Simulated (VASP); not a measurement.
Data:

```
CELL_PARAMETERS angstrom
      2.09297     1.20838     3.65733
     -2.09297     1.20838     3.65733
      0.00000    -2.41676     3.65733
ATOMIC_POSITIONS crystal
  Ge 0.76767 0.76767 0.76767
  Te 0.23233 0.23233 0.23233
```

Calculation: r2SCAN meta-GGA with spin-orbit coupling, VASP's PBE PAW potentials (set 64) (plane waves; VASP). Settings: 400 eV cut-off, 7×7×7 Γ-centred mesh, Gaussian smearing of 0.050 eV, potentials Ge_d Te.

Problem. Predict the energy per atom (σ→0), band gap (over mesh and band path) with the smallest direct gap where there is one.

Solution. 
```json
{
  "band gap (over mesh and band path)": "0.60 eV",
  "smallest direct gap (over mesh and band path)": "0.79 eV",
  "energy per atom (σ→0)": "-19.728 eV/atom"
}
```

Only differences to runs with the same potentials and settings are physical.

The structure was generated: GeTe was put into the alpha-GeTe type (R3m), which need not be its known phase. It was relaxed first.
